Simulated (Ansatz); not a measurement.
KI (zincblende), relaxed with r2SCAN. Space group F-43m (No. 216), cubic; conventional cell a = 7.932 Å, 62.38 Å³ an atom. Around K lie 4 I at 3.43 Å; around I lie 4 K at 3.43 Å.

```yaml
crystal:
  lattice:
    - [0.00000, 3.96589, 3.96589]
    - [3.96589, 0.00000, 3.96589]
    - [3.96589, 3.96589, 0.00000]
  atoms:
    - { symbol: K, position: [0.00000, 0.00000, 0.00000] }
    - { symbol: I, position: [0.25000, 0.25000, 0.25000] }
```

4 runs of Ansatz on this cell differ in the functional (and in the settings that go with it). Levels are in eV from each run's valence top; v1 is the last filled band, c1 the first empty one.

Run A, mean stress -0.8 GPa (compression positive):

| point | v4 | v3 | v2 | v1 | c1 | c2 |
| --- | --- | --- | --- | --- | --- | --- |
| Γ | -10.12 | 0.00 | 0.00 | 0.00 | 3.64 | 7.39 |
| X | -9.98 | -0.51 | -0.06 | -0.06 | 5.06 | 6.04 |
| U | -9.98 | -0.40 | -0.20 | -0.04 | 5.36 | 6.14 |
| L | -10.01 | -0.49 | -0.01 | -0.01 | 5.41 | 6.25 |

Run B, mean stress +0.2 GPa (compression positive):

| point | v4 | v3 | v2 | v1 | c1 | c2 |
| --- | --- | --- | --- | --- | --- | --- |
| Γ | -10.02 | 0.00 | 0.00 | 0.00 | 3.93 | 7.55 |
| X | -9.89 | -0.48 | -0.06 | -0.06 | 5.29 | 6.25 |
| U | -9.89 | -0.38 | -0.19 | -0.04 | 5.58 | 6.35 |
| L | -9.92 | -0.46 | -0.01 | -0.01 | 5.67 | 6.50 |

Run C, mean stress +0.1 GPa (compression positive):

| point | v4 | v3 | v2 | v1 | c1 | c2 |
| --- | --- | --- | --- | --- | --- | --- |
| Γ | -10.88 | 0.00 | 0.00 | 0.00 | 5.59 | 9.54 |
| X | -10.73 | -0.52 | -0.07 | -0.07 | 6.94 | 8.02 |
| U | -10.74 | -0.40 | -0.21 | -0.05 | 7.26 | 8.11 |
| L | -10.77 | -0.50 | -0.01 | -0.01 | 7.39 | 8.23 |

Run D, mean stress +0.1 GPa (compression positive):

| point | v4 | v3 | v2 | v1 | c1 | c2 |
| --- | --- | --- | --- | --- | --- | --- |
| Γ | -10.85 | 0.00 | 0.00 | 0.00 | 4.88 | 8.78 |
| X | -10.70 | -0.50 | -0.07 | -0.07 | 6.22 | 7.28 |
| U | -10.71 | -0.39 | -0.20 | -0.05 | 6.54 | 7.38 |
| L | -10.74 | -0.48 | -0.01 | -0.01 | 6.66 | 7.50 |

Problem. Match the runs to LDA, PBE, HSE06, PBE0.

Solution. A is LDA, B is PBE, C is PBE0, D is HSE06. In order of the gap: LDA 3.64, PBE 3.93, HSE06 4.88, PBE0 5.59 eV.

The calculation is spin-unpolarised, and the structure need not be a phase that has been made.

No spin-orbit coupling is included; it can move band edges with weight on the heavy atoms by tenths of an eV.

The program warns that its thresholds are loose for a hybrid's stress.

The meshes of the hybrids are coarse, so their gaps aren't converged to the digits shown.
